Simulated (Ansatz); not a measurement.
# GaP2: a trial structure relaxed, part 2 of 2

Where does this trial cell of GaP2 go when cell and atoms are let free?

Ansatz 0.2.0; DFT PBE, scalar-relativistic, plane waves, PAW.

### Step 4. Relaxation on the finer mesh

The end of the coarse run is made exact in the group found at a tolerance of 0.06 Å and reduced to its primitive cell.

Input file input.yaml:

```yaml
crystal:
  lattice:
    - [5.1290152028, 0.0, 0.0]
    - [0.0, 5.1290152028, 0.0]
    - [0.0, 0.0, 2.3428758096]
  atoms:
    - { symbol: Ga, position: [0.0, 0.0, 0.0] }
    - { symbol: P, position: [0.0, 0.5, 0.0] }
    - { symbol: P, position: [0.5, 0.0, 0.0] }
basis:
  ecutwfc: 420
kpoints:
  mp_grid: { grid: [10, 10, 20] }
hamiltonian:
  xc: pbe
scf:
  occupations: { method: gaussian, width: 0.1 }
output:
  forces: true
  stress: true
  eigenvalues: true
relax:
  adjacent_minimum: "off"
  f_tol: 0.01
  max_steps: 80
  cell: { stress_tol: 0.05 }
```

Run with:

```bash
> ansatz run input.yaml --threads 1 --pin off --max-ram 2560MiB --backend cpu --events-out ev --progress --plain --runs-dir out
```

What it wrote:

```text
Warning: RAYON_NUM_THREADS=1 ignored (pool sized by the plan → 1); use --threads N
Engine: ansatz 0.2.0, aarch64-unknown-linux-gnu
Pseudopotentials: kind: paw
Pseudopotential: Ga, paw, valence charge 13, recommended cutoff 420 eV (normal), Ga.paw.azcp
Pseudopotential: P, paw, valence charge 5, recommended cutoff 420 eV (normal), P.paw.azcp
Functional definition: PBE
  parameter kappa = 0.804
  parameter beta = 0.06672455060314922
  exchange = pbe_x(kappa = kappa, mu = beta*pi^2/3)
  correlation = pbe_c(beta = beta)
Crystal: 3 atoms, lattice volume = 61.634 Å³
Basis set: ecut = 420 eV, 1223 PW (Γ), exchange–correlation on 72×72×32 points (8 copies of the dense FFT grid, shifted against one another)
Bands: 16, of which v1, the nominal top of the filled ones, is band 12 counted from 1 (11 counted from 0)
Symmetry: 16 space group operations
Space group: P4/mmm (ITA 123), of the structure as read, at distance tolerance 4.0e-5 Å
k-points: 231 of 2000
Non-local potential: Ga, projectors of the file, l = 0: 2, l = 1: 2, l = 2: 3, l = 3: 1
Non-local potential: P, projectors of the file, l = 0: 2, l = 1: 2, l = 2: 2
PAW form: soft (Blöchl's): semilocal exchange-correlation on the pseudo side does not see the compensation charge
PAW one-centre angular grid: Ga, 590 points (default); XC on 64 Gauss nodes
PAW one-centre angular grid: P, 110 points (default); XC on 64 Gauss nodes
Initial density: superposition of atomic densities (neutral atoms: chi_scale 0, normalization atom), corrected by the library's trained network
Initial wavefunctions: pseudopotential atomic-orbital guess
Functional: x = pbe(κ = 0.804, μ = 0.2195149727645171), c = pbe(β = 0.06672455060314922)
SCF iter   1: F=—  HF=-5292.806776 eV  |F-HF|=—  |Δ(HF+E_count)|=         —  Δρ=4.37e-3  dr2=2.40e-2  ethr=1.77e-3  ⟨swp⟩=6.6  Hψ=22675  notcnv=0
preconditioner: auto → LDOS  [metal: Δε(μ)=0.020 eV  Ē_g=13.083 eV  σ=0.100 eV  W_gap=0.11  n_scr=8 (ndim 8)  ℏωp=22.7 eV  f_vac=0.052  D(μ)=1.39/eV (n_scr^D=8)  β→1.0]
SCF iter   2: F=—  HF=-5292.801343 eV  |F-HF|=—  |Δ(HF+E_count)|=   5.43e-3  Δρ=1.49e-3  dr2=1.22e-3  ethr=1.05e-4  ⟨swp⟩=2.1  Hψ=6964  notcnv=0  defer=9
SCF iter   3: F=—  HF=-5292.801150 eV  |F-HF|=—  |Δ(HF+E_count)|=   1.93e-4  Δρ=1.94e-4  dr2=3.48e-5  ethr=5.31e-6  ⟨swp⟩=2.3  Hψ=5681  notcnv=0  defer=10
SCF iter   4: F=—  HF=-5292.801134 eV  |F-HF|=—  |Δ(HF+E_count)|=   1.60e-5  Δρ=1.72e-4  dr2=1.45e-5  ethr=1.51e-7  ⟨swp⟩=2.0  Hψ=6300  notcnv=0  defer=10
SCF iter   5: F=—  HF=-5292.801122 eV  |F-HF|=—  |Δ(HF+E_count)|=   1.19e-5  Δρ=2.88e-5  dr2=2.89e-7  ethr=6.30e-8  ⟨swp⟩=2.0  Hψ=6094  notcnv=0  defer=10
SCF iter   6: F=-5292.801122 eV  HF=-5292.801122 eV  |F-HF|=1.60e-8  |Δ(HF+E_count)|=   5.42e-8  Δρ=6.98e-6  dr2=2.24e-8  ethr=4.35e-10  ⟨swp⟩=8.2  Hψ=19742  notcnv=0
SCF 1 converged in 6 iterations: F = -5292.801122 eV  dr2 = 2.24e-8
relax step   1: F+E_penalty+E_count = -5292.80112173 eV  Δ(F+E_penalty+E_count) = +0.000e0 eV  max|allowed force component| = 6.574e-30 eV/Å  Δτ_max = 0.0000 Å  P = +1.176 GPa  Ω = 61.634 Å³  (6 SCF iters, dr2 threshold 1.00e-7 eV, accepted)
Crystal: 3 atoms, lattice volume = 62.076 Å³
Initial density: handed on by an earlier stage of this run
Initial wavefunctions: those handed on with the density
iter 1 solved again at ethr=8.22e-7 eV; its pass at ethr=3.10e-3 eV (dr2=1.89e-4 eV) is discarded
SCF iter   1: F=—  HF=-5292.807358 eV  |F-HF|=—  |Δ(HF+E_count)|=         —  Δρ=5.63e-4  dr2=2.70e-4  ethr=8.22e-7  ⟨swp⟩=3.1  Hψ=26206  notcnv=0
preconditioner: auto → LDOS  [metal: Δε(μ)=0.006 eV  Ē_g=13.098 eV  σ=0.100 eV  W_gap=0.03  n_scr=8 (ndim 8)  ℏωp=22.6 eV  f_vac=0.049  D(μ)=1.62/eV (n_scr^D=8)  β→1.0]
SCF iter   2: F=—  HF=-5292.807251 eV  |F-HF|=—  |Δ(HF+E_count)|=   1.07e-4  Δρ=1.84e-4  dr2=1.83e-5  ethr=8.22e-7  ⟨swp⟩=2.0  Hψ=5193  notcnv=0
SCF iter   3: F=—  HF=-5292.807254 eV  |F-HF|=—  |Δ(HF+E_count)|=   3.35e-6  Δρ=6.67e-5  dr2=1.67e-6  ethr=7.94e-8  ⟨swp⟩=2.0  Hψ=6396  notcnv=0
SCF iter   4: F=—  HF=-5292.807254 eV  |F-HF|=—  |Δ(HF+E_count)|=   2.96e-7  Δρ=5.05e-5  dr2=1.07e-6  ethr=1.30e-9  ⟨swp⟩=8.1  Hψ=21400  notcnv=0
SCF iter   5: F=-5292.807253 eV  HF=-5292.807253 eV  |F-HF|=3.39e-7  |Δ(HF+E_count)|=   7.48e-7  Δρ=1.80e-5  dr2=1.50e-7  ethr=1.30e-9  ⟨swp⟩=3.7  Hψ=14459  notcnv=0
SCF 2 converged in 5 iterations: F = -5292.807253 eV  dr2 = 1.50e-7
relax step   2: F+E_penalty+E_count = -5292.80725299 eV  Δ(F+E_penalty+E_count) = -6.131e-3 eV  max|allowed force component| = 2.846e-29 eV/Å  Δτ_max = 0.0000 Å  P = +0.491 GPa  Ω = 62.076 Å³  energy of the carried Pulay correction = -8.001e-5 eV  (5 SCF iters, dr2 threshold 3.00e-7 eV, accepted)
Crystal: 3 atoms, lattice volume = 62.342 Å³
iter 1 solved again at ethr=4.88e-7 eV; its pass at ethr=3.10e-3 eV (dr2=1.12e-4 eV) is discarded
SCF iter   1: F=—  HF=-5292.809649 eV  |F-HF|=—  |Δ(HF+E_count)|=         —  Δρ=5.30e-4  dr2=2.00e-4  ethr=4.88e-7  ⟨swp⟩=3.2  Hψ=26690  notcnv=0
eigensolver tolerance schedule calibrated: the retry pair's looser diagonalisation under-reported the residual by θ = 0.44 (0.12/decade); ethr = c·dr2/N_el runs at the constant in force after the calibration composes with the one it found (an armed cap, an earlier calibration), c = 7.5e-2
preconditioner: auto → LDOS  [metal: Δε(μ)=0.010 eV  Ē_g=13.067 eV  σ=0.100 eV  W_gap=0.06  n_scr=8 (ndim 8)  ℏωp=22.6 eV  f_vac=0.049  D(μ)=1.90/eV (n_scr^D=8)  β→1.0]
SCF iter   2: F=—  HF=-5292.809563 eV  |F-HF|=—  |Δ(HF+E_count)|=   8.59e-5  Δρ=1.80e-4  dr2=1.96e-5  ethr=4.88e-7  ⟨swp⟩=2.0  Hψ=5195  notcnv=0
SCF iter   3: F=—  HF=-5292.809566 eV  |F-HF|=—  |Δ(HF+E_count)|=   2.88e-6  Δρ=4.76e-5  dr2=1.08e-6  ethr=6.43e-8  ⟨swp⟩=2.0  Hψ=4774  notcnv=0
SCF iter   4: F=-5292.809566 eV  HF=-5292.809566 eV  |F-HF|=6.58e-8  |Δ(HF+E_count)|=   5.17e-8  Δρ=1.06e-5  dr2=6.12e-8  ethr=9.84e-10  ⟨swp⟩=7.6  Hψ=19167  notcnv=0
SCF 3 converged in 4 iterations: F = -5292.809566 eV  dr2 = 6.12e-8
relax step   3: F+E_penalty+E_count = -5292.80956620 eV  Δ(F+E_penalty+E_count) = -2.313e-3 eV  max|allowed force component| = 3.616e-30 eV/Å  Δτ_max = 0.0000 Å  P = -0.011 GPa  Ω = 62.342 Å³  energy of the carried Pulay correction = -1.264e-4 eV  (4 SCF iters, dr2 threshold 3.00e-7 eV, accepted)
Crystal: 3 atoms, lattice volume = 62.180 Å³
iter 1 solved again at ethr=9.10e-8 eV; its pass at ethr=3.10e-3 eV (dr2=2.09e-5 eV) is discarded
SCF iter   1: F=—  HF=-5292.809777 eV  |F-HF|=—  |Δ(HF+E_count)|=         —  Δρ=1.99e-4  dr2=3.20e-5  ethr=9.10e-8  ⟨swp⟩=3.3  Hψ=25821  notcnv=0
preconditioner: auto → LDOS  [metal: Δε(μ)=0.013 eV  Ē_g=13.074 eV  σ=0.100 eV  W_gap=0.07  n_scr=8 (ndim 8)  ℏωp=22.6 eV  f_vac=0.048  D(μ)=2.04/eV (n_scr^D=8)  β→1.0]
SCF iter   2: F=—  HF=-5292.809747 eV  |F-HF|=—  |Δ(HF+E_count)|=   2.99e-5  Δρ=8.21e-5  dr2=2.62e-6  ethr=9.10e-8  ⟨swp⟩=2.0  Hψ=5223  notcnv=0
SCF iter   3: F=—  HF=-5292.809747 eV  |F-HF|=—  |Δ(HF+E_count)|=   2.77e-7  Δρ=3.14e-5  dr2=3.38e-7  ethr=1.14e-8  ⟨swp⟩=2.0  Hψ=6307  notcnv=0
SCF iter   4: F=-5292.809747 eV  HF=-5292.809747 eV  |F-HF|=2.10e-8  |Δ(HF+E_count)|=   1.95e-7  Δρ=1.43e-5  dr2=5.86e-8  ethr=5.75e-10  ⟨swp⟩=7.2  Hψ=19505  notcnv=0
SCF 4 converged in 4 iterations: F = -5292.809747 eV  dr2 = 5.86e-8
relax step   4: F+E_penalty+E_count = -5292.80974717 eV  Δ(F+E_penalty+E_count) = -1.810e-4 eV  max|allowed force component| = 7.231e-30 eV/Å  Δτ_max = 0.0000 Å  P = +0.051 GPa  Ω = 62.180 Å³  energy of the carried Pulay correction = -9.506e-5 eV  (4 SCF iters, dr2 threshold 1.32e-7 eV, accepted)
Crystal: 3 atoms, lattice volume = 62.230 Å³
iter 1 solved again at ethr=6.14e-9 eV; its pass at ethr=3.10e-3 eV (dr2=1.41e-6 eV) is discarded
SCF iter   1: F=—  HF=-5292.809766 eV  |F-HF|=—  |Δ(HF+E_count)|=         —  Δρ=3.92e-5  dr2=1.49e-6  ethr=6.14e-9  ⟨swp⟩=2.4  Hψ=24267  notcnv=0
preconditioner: auto → LDOS  [metal: Δε(μ)=0.012 eV  Ē_g=13.070 eV  σ=0.100 eV  W_gap=0.07  n_scr=8 (ndim 8)  ℏωp=22.6 eV  f_vac=0.048  D(μ)=2.04/eV (n_scr^D=8)  β→1.0]
SCF iter   2: F=—  HF=-5292.809746 eV  |F-HF|=—  |Δ(HF+E_count)|=   2.04e-5  Δρ=2.17e-5  dr2=2.55e-7  ethr=6.14e-9  ⟨swp⟩=2.1  Hψ=6016  notcnv=0
SCF iter   3: F=—  HF=-5292.809746 eV  |F-HF|=—  |Δ(HF+E_count)|=   2.07e-8  Δρ=1.54e-5  dr2=7.45e-8  ethr=1.11e-9  ⟨swp⟩=2.0  Hψ=6203  notcnv=0
SCF iter   4: F=-5292.809746 eV  HF=-5292.809746 eV  |F-HF|=6.90e-9  |Δ(HF+E_count)|=   7.22e-8  Δρ=4.08e-6  dr2=8.10e-9  ethr=6.47e-11  ⟨swp⟩=4.9  Hψ=19170  notcnv=0
SCF 5 converged in 4 iterations: F = -5292.809746 eV  dr2 = 8.10e-9
relax step   5: F+E_penalty+E_count = -5292.80974595 eV  Δ(F+E_penalty+E_count) = +1.220e-6 eV  max|allowed force component| = 2.643e-29 eV/Å  Δτ_max = 0.0000 Å  P = +0.001 GPa  Ω = 62.230 Å³  energy of the carried Pulay correction = -1.042e-4 eV  (4 SCF iters, dr2 threshold 1.49e-8 eV, accepted)
Initial wavefunctions: pseudopotential atomic-orbital guess (no wavefunctions were taken with the density)
iter 1 solved again at ethr=2.58e-7 eV; its pass at ethr=3.10e-3 eV (dr2=5.93e-5 eV) is discarded
SCF iter   1: F=—  HF=-5292.809178 eV  |F-HF|=—  |Δ(HF+E_count)|=         —  Δρ=2.12e-4  dr2=6.76e-7  ethr=2.58e-7  ⟨swp⟩=4.0  Hψ=34152  notcnv=0
preconditioner: auto → LDOS  [metal: Δε(μ)=0.013 eV  Ē_g=13.070 eV  σ=0.100 eV  W_gap=0.07  n_scr=8 (ndim 8)  ℏωp=22.6 eV  f_vac=0.048  D(μ)=2.04/eV (n_scr^D=8)  β→1.0]
SCF iter   2: F=—  HF=-5292.809865 eV  |F-HF|=—  |Δ(HF+E_count)|=   6.87e-4  Δρ=5.52e-6  dr2=5.38e-8  ethr=2.94e-9  ⟨swp⟩=2.9  Hψ=6234  notcnv=0
SCF iter   3: F=—  HF=-5292.809865 eV  |F-HF|=—  |Δ(HF+E_count)|=   8.80e-8  Δρ=3.90e-6  dr2=1.11e-8  ethr=2.34e-10  ⟨swp⟩=2.0  Hψ=6364  notcnv=0
SCF iter   4: F=—  HF=-5292.809865 eV  |F-HF|=—  |Δ(HF+E_count)|=   1.41e-8  Δρ=3.88e-6  dr2=6.32e-9  ethr=4.81e-11  ⟨swp⟩=2.0  Hψ=6338  notcnv=0
SCF iter   5: F=—  HF=-5292.809865 eV  |F-HF|=—  |Δ(HF+E_count)|=   4.37e-9  Δρ=3.67e-7  dr2=8.96e-11  ethr=2.75e-11  ⟨swp⟩=2.0  Hψ=6309  notcnv=0
SCF iter   6: F=-5292.809865 eV  HF=-5292.809865 eV  |F-HF|=2.36e-11  |Δ(HF+E_count)|=  1.89e-10  Δρ=1.01e-7  dr2=8.12e-12  ethr=1.00e-12  ⟨swp⟩=9.1  Hψ=21721  notcnv=0
SCF 6 converged in 6 iterations: F = -5292.809865 eV  dr2 = 8.12e-12
relax step   6: F+E_penalty+E_count = -5292.80986481 eV  Δ(F+E_penalty+E_count) = -1.189e-4 eV  max|allowed force component| = 2.978e-29 eV/Å  Δτ_max = 0.0000 Å  P = +0.003 GPa  Ω = 62.230 Å³  stress off target by 7.50e-3 GPa  SCF on the basis re-selected at this cell (its energy is not comparable with the rows above)  (6 SCF iters)
basis re-selected at this cell: Δ(F+E_penalty+E_count) = -1.189e-4 eV, ΔP = +0.002 GPa vs the last step (what re-selecting the basis moved, of the pressure what is left beyond the Pulay correction that the steps carried, after the strain that the cell walked since its last selection, with what the two solves' SCF thresholds leave and, on support functions, any second-order correction that the steps lacked; it is no measure of the basis error at this ecutwfc). This SCF's stress stands 7.50e-3 GPa from its target on what of the cell is left free (relax.cell.stress_tol is 5.00e-2 GPa) and its largest allowed force component is 2.98e-29 eV/Å (relax.f_tol is 1.00e-2 eV/Å): within both
SCF converged after 6 iterations
Free energy (F): -5292.809865 eV
Harris-Foulkes:  -5292.809865 eV  (|F-HF|=2.36e-11)
Internal energy: -5292.799667 eV  (E = F + TS)
E sigma→0 (E₀):  -5292.804766 eV
Entropy (-TS):   -0.010198 eV (-3.399 meV/atom)
Fermi energy:    6.364027 eV
--- Per-component energies (eV) ---
  E_band       = -68.047148
  E_kinetic    = 252.234345
  E_local      = -2729.404884  (includes V_loc(G=0)·N_el)
  E_nonlocal   = 490.225050
  E_hartree    = 1259.043448
  E_xc         = -190.386278
  E_vxc        = -177.304945  (∫ρ·V_xc dr)
  E_paw        = -3124.842275  (= ΣΔE_a)
  E_vpaw       = -421.883397  (= ΣTr[D̂ρ^β])
  E_aug_tail   = -0.000106  (compensation charges beyond the density's cutoff)
  E_ewald      = -1249.668967
  E_smearing   = -0.010198  (= −TS)
  E_closure    = -0.000000  (closes the sum)
  Σ components = -5292.809865   (vs F -5292.809865, Δ=0.00e0)
--- Forces (eV/Å), atoms counted from 1 ---
  atom   1  Ga     0.00000000     0.00000000     0.00000000
  atom   2  P     -0.00000000     0.00000000     0.00000000
  atom   3  P     -0.00000000    -0.00000000    -0.00000000
  max |Σ_I F_I| component: 3.96e-29 eV/Å
--- Stress (GPa, compression-positive) ---
        0.000044      -0.000000      -0.000000
       -0.000000       0.000044      -0.000000
       -0.000000      -0.000000       0.007505
  P = ⅓ Tr σ = 0.0025 GPa (0.025 kbar)
--- Band table (eV; the first three rows and the last of 231) ---
  k-point 0: bands = ["-8.8973", "-8.4503", "-8.2467", "-8.0067", "-8.0067", "-6.8784", "-4.7746", "0.8259", "1.0166", "1.0166", "4.9575", "4.9575", "10.4130", "10.7290", "15.2202", "15.2202"]
  k-point 1: bands = ["-8.8722", "-8.4449", "-8.2448", "-8.0198", "-8.0198", "-6.8153", "-4.7172", "0.8837", "1.0799", "1.0799", "5.0130", "5.0130", "10.4574", "10.7897", "14.3618", "14.9341"]
  k-point 2: bands = ["-8.7995", "-8.4296", "-8.2394", "-8.0573", "-8.0573", "-6.6259", "-4.5445", "1.0578", "1.2684", "1.2684", "5.1789", "5.1789", "10.5453", "10.9717", "12.7218", "13.2821"]
  k-point 230: bands = ["-8.5040", "-8.5040", "-8.2492", "-8.1727", "-7.8917", "-0.3917", "-0.3917", "1.2563", "1.2563", "2.6954", "4.1996", "6.6912", "8.5993", "9.6317", "10.9409", "13.3474"]
--- Relaxed structure (5 steps of the walk, 5 accepted, 1 SCFs on fresh bases) ---
  F+E_penalty+E_count = -5292.80986481 eV   max|allowed force component| = 2.978e-29 eV/Å   (the final SCF, on the basis selected at the relaxed cell)
  cell:  # Å, volume = 62.2296 Å³
    - [5.116883843910452, 7.814815814160187e-35, 0.0]
    - [7.814815814160187e-35, 5.116883843910452, 0.0]
    - [0.0, 0.0, 2.376762626927485]
  atoms:
    - { symbol: Ga, position: [-2.5815420395778754e-35, -7.822854665387504e-37, 0.0] }
    - { symbol: P, position: [8.68336867858013e-35, 0.49999999999999994, 0.0] }
    - { symbol: P, position: [0.49999999999999994, 3.91142733269375e-36, 0.0] }
```

It took 90 s on 1 thread of Arm Neoverse V1, shared host; peak memory 0.48 GiB.

Step by step:

| step | E - E(step 1) (eV/cell) | largest force component (eV/Å) | pressure (GPa) | volume (Å³) |
| --- | --- | --- | --- | --- |
| 1 | 0.0000 | 0.0000 | 1.18 | 61.63 |
| 2 | -0.0061 | 0.0000 | 0.49 | 62.08 |
| 3 | -0.0084 | 0.0000 | -0.01 | 62.34 |
| 4 | -0.0086 | 0.0000 | 0.05 | 62.18 |
| 5 | -0.0086 | 0.0000 | 0.00 | 62.23 |
| 6 | -0.0087 | 0.0000 | 0.00 | 62.23 |

Step 1 is the start. Step 6 repeats the geometry before it on a plane-wave basis chosen anew for that cell, so its energy need not be comparable with the rows above.

|  | before | after | change |
| --- | --- | --- | --- |
| a (Å) | 5.129 | 5.117 | -0.2 % |
| b (Å) | 5.129 | 5.117 | -0.2 % |
| c (Å) | 2.343 | 2.377 | +1.4 % |
| volume (Å³/atom) | 20.54 | 20.74 | +1.0 % |
| shortest distance (Å) | 2.343 | 2.377 | +1.4 % |
| space group (0.01 Å) | P4/mmm | P4/mmm | same |

The run keeps the 16 symmetry operations of the start, so it could not have lowered the symmetry.

### Step 5. Changed: mp_grid.grid [12, 12, 25], occupations.method cold, occupations.width 0.05

Input file input.yaml:

```yaml
crystal:
  lattice:
    - [5.1168838439, 0.0, 0.0]
    - [0.0, 5.1168838439, 0.0]
    - [0.0, 0.0, 2.3767626269]
  atoms:
    - { symbol: Ga, position: [0.0, 0.0, 0.0] }
    - { symbol: P, position: [0.0, 0.5, 0.0] }
    - { symbol: P, position: [0.5, 0.0, 0.0] }
basis:
  ecutwfc: 420
kpoints:
  mp_grid: { grid: [12, 12, 25] }
hamiltonian:
  xc: pbe
scf:
  occupations: { method: cold, width: 0.05 }
output:
  forces: true
  eigenvalues: true
  stress: true
```

Run with:

```bash
> ansatz run input.yaml --threads 1 --pin off --max-ram 2560MiB --backend cpu --events-out ev --progress --plain --runs-dir out
```

What it wrote, shortened:

```text
Warning: RAYON_NUM_THREADS=1 ignored (pool sized by the plan → 1); use --threads N
[...]
Pseudopotentials: kind: paw
Pseudopotential: Ga, paw, valence charge 13, recommended cutoff 420 eV (normal), Ga.paw.azcp
Pseudopotential: P, paw, valence charge 5, recommended cutoff 420 eV (normal), P.paw.azcp
Functional definition: PBE
[...]
Crystal: 3 atoms, lattice volume = 62.230 Å³
Basis set: ecut = 420 eV, 1223 PW (Γ), exchange–correlation on 72×72×32 points (8 copies of the dense FFT grid, shifted against one another)
Bands: 16, of which v1, the nominal top of the filled ones, is band 12 counted from 1 (11 counted from 0)
Symmetry: 16 space group operations
Space group: P4/mmm (ITA 123), of the structure as read, at distance tolerance 4.0e-5 Å
k-points: 364 of 3600
[...]
SCF iter   1: F=—  HF=-5292.810415 eV  |F-HF|=—  |Δ(HF+E_count)|=         —  Δρ=4.26e-3  dr2=2.12e-2  ethr=1.77e-3  ⟨swp⟩=6.8  Hψ=36534  notcnv=0
[...]
Stability not checked: this state was not tested for a lower state beside it, because cold or Methfessel-Paxton smearing, or corrected tetrahedra, fill the levels in a way that the test cannot read (fill_not_monotonic; see scf.lower_state_search)
Free energy (F): -5292.805798 eV
[...]
E sigma→0 (E₀):  -5292.805773 eV
Entropy (-TS):   -0.000073 eV (-0.024 meV/atom)
Fermi energy:    6.389353 eV
[...]
--- Forces (eV/Å), atoms counted from 1 ---
  atom   1  Ga    -0.00000000     0.00000000     0.00000000
  atom   2  P      0.00000000    -0.00000000     0.00000000
  atom   3  P      0.00000000     0.00000000     0.00000000
[...]
--- Stress (GPa, compression-positive) ---
       -0.157082       0.000000       0.000000
        0.000000      -0.157082       0.000000
        0.000000       0.000000       0.083151
  P = ⅓ Tr σ = -0.0770 GPa (-0.770 kbar)
--- Band table (eV; the first three rows and the last of 364) ---
  k-point 0: bands = ["-8.9018", "-8.4548", "-8.2511", "-8.0113", "-8.0113", "-6.8833", "-4.7809", "0.8216", "1.0134", "1.0134", "4.9556", "4.9556", "10.4129", "10.7281", "15.2163", "15.2163"]
[...]
```

It took 22 s on 1 thread of Arm Neoverse V1, shared host; peak memory 0.55 GiB.

```tsv
run	ending	energy change	pressure (GPa)	gap (eV)	force (eV/Å)	cycles	time
step 4	converged	0	0.0	0.00	0.00	-	90 s
variant	converged	-0.3 meV/atom (σ→0)	-0.1	0.00	0.00	7	22 s
```

Changing the k-point mesh and smearing hardly moves the energy: -0.3 meV/atom.

### Step 6. Results

What follows sums up all 2 parts. Changes of volume or cell count from the first structure of part 1.

```
                              quantity                                                                      value
symmetry at the end (tolerance 0.05 Å)                                               space group P4/mmm (No. 123)
                     conventional cell  a = 5.117 Å, b = 5.117 Å, c = 2.377 Å, α = 90.00°, β = 90.00°, γ = 90.00°
                                volume                                                              20.74 Å³/atom
     energy over the elements, black P                                                              +0.52 eV/atom
                       gap on the mesh                                                               none (metal)
```

In words: The space group P4/mmm (No. 123) is kept, and the volume per atom grows by 31.8 % from the first guess. The formation energy is positive, so the separate elements lie lower. No finished test with a distortion of lower symmetry is shown, so the end may be a saddle point.
